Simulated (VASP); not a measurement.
Runs of VASP 6.6.1 on TiAl. Symmetry: Pm-3m, No. 221, cubic system. Conventional cell: a = 3.156 Å, b = 3.156 Å, c = 3.156 Å, α = 90.00°, β = 90.00°, γ = 90.00°. Around Ti (site symmetry m-3m) lie 8 Al at 2.73 Å. Al (site symmetry m-3m) has 8 Ti at 2.73 Å as nearest neighbours. The cell comes from a database or a generator and needn't be the stable form of this composition.

| level | k mesh | cutoff (eV) | smearing | gap on the mesh (eV) | pressure (GPa) |
| --- | --- | --- | --- | --- | --- |
| PBEsol | 14 × 14 × 14 | 700 | gaussian 0.1 eV | none | 0.0 |
| PBEsol | 20 × 20 × 20 | 520 | gaussian 0.1 eV | none | 0.0 |
| r2SCAN | 14 × 14 × 14 | 520 | gaussian 0.1 eV | none | (a) |
| PBEsol | 14 × 14 × 14 | 900 | gaussian 0.1 eV | none | 0.0 |
| PBEsol | 14 × 14 × 14 | 520 | gaussian 0.5 eV | none | 0.9 |

Alike in all rows: task single point; potentials or basis VASP PAW PBE potentials, release 64 (Ti_sv, Al); no spin polarisation; cell as given.

Estimate the missing entries.

(a) 1.9.

Caveats: the PAW data sets were made with another functional, which shifts forces and pressure a little.

A gap of «none» marks a metal or a gap under the smearing width.
